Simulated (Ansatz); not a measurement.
Trial inputs on Rh

The reference input for Ansatz (plane-wave DFT with PAW):

```yaml
crystal:
  lattice:
    - [2.7309790422, 0.0, 0.0]
    - [-1.3654895211, 2.3650972278, 0.0]
    - [0.0, 0.0, 4.428489]
  atoms:
    - { symbol: Rh, position: [0.66666667, 0.33333333, 0.75] }
    - { symbol: Rh, position: [0.33333333, 0.66666667, 0.25] }
basis:
  ecutwfc: 420
kpoints:
  mp_grid: { grid: [6, 6, 4] }
hamiltonian:
  xc: pbe
scf:
  occupations: { method: gaussian, width: 0.1 }
output:
  forces: true
  stress: true
  eigenvalues: true
```

Command:

```bash
ansatz run input.yaml --threads 1 --pin off --max-ram 1331MiB --backend cpu --events-out ev --progress --plain --runs-dir out
```

The run converges in 6 SCF iterations on 21 irreducible k-points: pressure -3.40 GPa, no gap.

Settings here are deliberately varied, not converged. Each trial's input is given as a difference from the reference's; energies are extrapolated to zero smearing where there is one, and pressure is positive in compression.

**Question.** Trial 1:

```diff
 basis:
-  ecutwfc: 420
+  ecutwfc: 200
```

How does this run end?

**Answer.** The run converges in 7 SCF iterations on 21 irreducible k-points: energy 11.08 eV per atom above the reference, pressure -8.37 GPa (unreliable at so low a cutoff), no gap. It warns that the cutoff lies under the recommended one, 420 eV for these potentials.

**Question.** Trial 2:

```diff
 basis:
-  ecutwfc: 420
+  ecutwfc: "8 Ha"
 hamiltonian:
-  xc: pbe
+  xc: r2scan
```

How does this run end?

**Answer.** The run converges in 7 SCF iterations on 21 irreducible k-points: pressure 3.74 GPa (unreliable at so low a cutoff), no gap. It warns that the cutoff lies under the recommended one, 500 eV for these potentials.

**Question.** Trial 3:

```diff
 basis:
-  ecutwfc: 420
+  ecutwfc: "20 Ha"
 kpoints:
-  mp_grid: { grid: [6, 6, 4] }
+  mp_grid: { grid: [3, 3, 2] }
 hamiltonian:
-  xc: pbe
+  xc: pbesol
 scf:
-  occupations: { method: gaussian, width: 0.1 }
+  occupations: { method: gaussian, width: 0.17 }
+  mixing: { ndim: 20 }
+  max_iter: 64
 output:
-  forces: true
+  forces: false
+magnetization:
+  noncollinear: true
+  spin_orbit: true
```

How does this run end?

**Answer.** The run converges in 8 SCF iterations on 6 irreducible k-points: pressure -3.66 GPa, no gap.

**Question.** Trial 4:

```diff
 hamiltonian:
+  hubbard: { sites: [{ species: Rh, l: d, u_eff: 2.7 }] }
 output:
+  dos: { method: smearing }
```

How does this run end?

**Answer.** The run converges in 7 SCF iterations on 21 irreducible k-points: pressure -4.03 GPa, no gap. It warns that the count of filled bands differs between k-points. Under a U the state reached may not be the lowest.

**Question.** Trial 5:

```diff
 basis:
-  ecutwfc: 420
+  ecutwfc: "29 Ry"
 hamiltonian:
+  pseudopotentials: { kind: paw, source: ansatz }
 scf:
+  n_extra_bands: 8
```

How does this run end?

**Answer.** The run converges in 6 SCF iterations on 21 irreducible k-points: pressure -3.17 GPa, no gap. It warns that the cutoff lies under the recommended one, 540 eV for these potentials.